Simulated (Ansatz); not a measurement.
**LaAlO3: pressure series**

Start from LaAlO3 (space group R-3c, No. 167).

```
CELL_PARAMETERS angstrom
      2.70622     1.56244     4.39751
     -2.70622     1.56244     4.39751
      0.00000    -3.12488     4.39751
ATOMIC_POSITIONS crystal
  La 0.25000 0.25000 0.25000
  La 0.75000 0.75000 0.75000
  Al 0.00000 0.00000 0.00000
  Al 0.50000 0.50000 0.50000
  O  0.78870 0.71130 0.25000
  O  0.25000 0.78870 0.71130
  O  0.71130 0.25000 0.78870
  O  0.21130 0.28870 0.75000
  O  0.75000 0.21130 0.28870
  O  0.28870 0.75000 0.21130
```

Cell and atoms are relaxed at each pressure.

Levels (all Ansatz, an electronic-structure program, PAW, earlier PAW set): PBE (420 eV, no spin-orbit coupling); r2SCAN (500 eV, without spin-orbit coupling).

The base cell above is that of PBE; each level relaxes its own structures.

| case | volume per atom, PBE | volume per atom, r2SCAN |
|---|---|---|
| pressure −2 GPa | 11.28 Å³ | … |
| pressure −1 GPa | 11.22 Å³ | 10.95 Å³ |
| pressure 1.8 GPa | 11.05 Å³ | 10.80 Å³ |
| pressure 4.2 GPa | 10.91 Å³ | 10.68 Å³ |
| pressure 9 GPa | 10.66 Å³ | 10.46 Å³ |
| pressure 18 GPa | 10.26 Å³ | 10.10 Å³ |
| pressure 30 GPa | 9.82 Å³ | … |
| pressure 45 GPa | 9.39 Å³ | … |
| pressure 60 GPa | 9.04 Å³ | … |

Question: Complete the table.

Answer: 
- pressure −2 GPa, volume per atom, r2SCAN: 11.01 Å³
- pressure 30 GPa, volume per atom, r2SCAN: 9.71 Å³
- pressure 45 GPa, volume per atom, r2SCAN: 9.31 Å³
- pressure 60 GPa, volume per atom, r2SCAN: 8.98 Å³

PBE lies above r2SCAN in every row, by 0.07 Å³ to 0.27 Å³. They put the cases in the same order.

Load acts through the strain it causes; cell and atoms are relaxed under it. No phonon test of stability was made. Competing high-pressure phases were not computed. Along this pressure series the structure jumps between pressure 30 GPa and pressure 45 GPa; cells beyond that are another form of it.
